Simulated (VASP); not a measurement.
A run of VASP 6.6.1:

File INCAR:

```
SYSTEM = C
PREC = Accurate
ENCUT = 520
EDIFF = 1E-7
ISMEAR = 0
SIGMA = 0.05
LREAL = .FALSE.
LASPH = .TRUE.
NELM = 100
ALGO = Normal
ISIF = 2
LWAVE = .FALSE.
LCHARG = .TRUE.
LDIPOL = .TRUE.
IDIPOL = 3
DIPOL = 0.5 0.5 0.336
GGA = PS
LELF = .TRUE.
LVHAR = .TRUE.
LVACPOTAV = .TRUE.
NBANDS = 11
```

The input KPOINTS:

```
regular mesh
0
G
  24 24 1
  0 0 0
```

Contents of POSCAR:

```
C
1.0
    2.4588251487      0.0000000000      0.0000000000
   -1.2294125743      2.1294050422      0.0000000000
    0.0000000000      0.0000000000     23.8000000000
C
2
Direct
    0.0000000000      0.0000000000      0.3361344538
    0.3333333333      0.6666666667      0.3361344538
```

Potentials or basis: VASP PAW PBE potentials, release 64 (C).

Command:

```console
$ cat potpaw_PBE.64/C/POTCAR > POTCAR
$ mpirun -np 1 vasp_std > vasp.out
```

Hardware: 1 thread of AMD EPYC 7R13 Processor (Zen 3) (shared host).

**Question.** How long does it take, and how much memory?

**Answer.** Wall time 83 s on 1 thread of AMD EPYC 7R13 Processor (Zen 3), on a shared host, peak memory 0.22 GiB. Counts: scf iterations 21, k points 61.
